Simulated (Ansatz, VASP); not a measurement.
PtSe2 (Sudovikovite): VASP beside Ansatz

```
Pt Se
1.0
     3.77146    0.00000    0.00000
    -1.88573    3.26618    0.00000
     0.00000    0.00000    4.82331
Pt Se
1 2
Direct
  0.00000 0.00000 0.00000
  0.33333 0.66667 0.26546
  0.66667 0.33333 0.73454
```

Alike in both runs: task relaxation of cell and atoms; functional PBEsol; k mesh 15 × 15 × 10; occupations gaussian, width 0.1 eV; no spin polarisation.

```csv
,VASP,Ansatz
version,VASP 6.6.1,Ansatz 0.2.0
potentials or method,"VASP PAW PBE potentials, release 64 (Pt, Se)","scalar-relativistic, plane waves, PAW"
plane-wave cutoff (eV),600,420
valence electrons in the cell,22,50
```

```csv
,VASP,Ansatz,Ansatz less VASP
"gap on the k mesh at the Fermi level, each at its own relaxed structure (eV)",none,none,-
relaxed volume (Å³/atom),19.85,19.84,-0.012
relaxed cell length with the largest relative difference (Å),4.862,4.857,-0.0046
energy change over the relaxation (meV/atom),-2,-2,-0.2
```

A gap of «none» marks a metal or a gap that the smearing closes. The two sets of potentials don't hold the same shells in valence.

Caveats: the PAW data sets were made with another functional, which shifts forces and pressure a little (VASP). Spin-orbit coupling is left out, which matters for the levels of Pt.
